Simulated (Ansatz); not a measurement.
Input and command of a calculation in Ansatz (plane waves; scalar-relativistic PAW potentials unless the input names others):

```yaml
crystal:
  lattice:
    - [-1.5295352855, 1.5295352855, 2.1616848842]
    - [1.5295352855, -1.5295352855, 2.1616848842]
    - [1.5295352855, 1.5295352855, -2.1616848842]
  atoms:
    - { symbol: Ga, position: [0.0, 0.0, 0.0] }
basis:
  ecutwfc: 420
kpoints:
  mp_grid: { grid: [20, 20, 20] }
hamiltonian:
  xc: pbe
scf:
  occupations: { method: fermi_dirac, width: 0.3 }
  n_extra_bands: 0
  max_iter: 80
output:
  forces: true
  eigenvalues: true
  stress: true
relax:
  adjacent_minimum: "off"
  f_tol: 0.01
  max_steps: 60
  cell: { stress_tol: 0.1 }
```

```bash
ansatz run input.yaml --threads 1 --pin off --max-ram 2560MiB --backend cpu --events-out ev --progress --plain --runs-dir out
```

Question: What is wrong with this input?

Answer: The program refuses it, because of too few bands (scf.n_extra_bands: not typed → 0). Also changed, but not at fault: scf.occupations: {"method": "gaussian", "width": 0.1} → {"method": "fermi_dirac", "width": 0.3}. With the sound run's settings it is accepted.

Abridged log:
```
Error: inconsistent input (scf.n_extra_bands, scf.occupations.method): n_bands = 7 leaves no empty band above the 7 bands per channel that the deck's 13 electrons occupy, and the occupations search for the Fermi level (a smearing at a finite width, or tetrahedra): a level found among occupied bands alone can fill a metal as an insulator; raise scf.n_extra_bands until at least 8 bands are solved (omitted, it auto-derives to 12) (see scf.n_extra_bands in the input reference)
```